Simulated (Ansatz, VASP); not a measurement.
Two plane-wave programs on Ta2N

```
Ta N
1.0
     3.11286    0.00000    0.00000
    -1.55643    2.69582    0.00000
     0.00000    0.00000    4.86984
Ta N
2 1
Direct
  0.66667 0.33333 0.74529
  0.33333 0.66667 0.25471
  0.00000 0.00000 0.00000
```

Alike in both runs: task single point; functional PBE; k mesh 6 × 6 × 4; occupations gaussian, width 0.1 eV; no spin polarisation.

```csv
,VASP,Ansatz
version,VASP 6.6.1,Ansatz 0.2.0
potentials or method,"VASP PAW PBE potentials, release 64 (Ta_pv, N)","scalar-relativistic, plane waves, PAW"
plane-wave cutoff (eV),520,420
valence electrons in the cell,27,31
```

```tsv
	VASP	Ansatz	Ansatz less VASP
gap on the k mesh at the Fermi level (eV)	none	none	-
pressure (GPa)	-0.8	-1.2	-0.43
largest component of the traceless stress (GPa)	0.33	0.41	+0.078
rms of the force components (eV/Å)	0.111	0.131	+0.0198
```

Atom by atom the forces differ by 0.020 eV/Å (rms over components). A gap of «none» marks a metal or a gap that the smearing closes. The two sets of potentials don't hold the same shells in valence.

Caveats: the k mesh is coarse (spacing up to 0.39 Å⁻¹), so the values aren't converged. Spin-orbit coupling is left out, which matters for the levels of Ta.
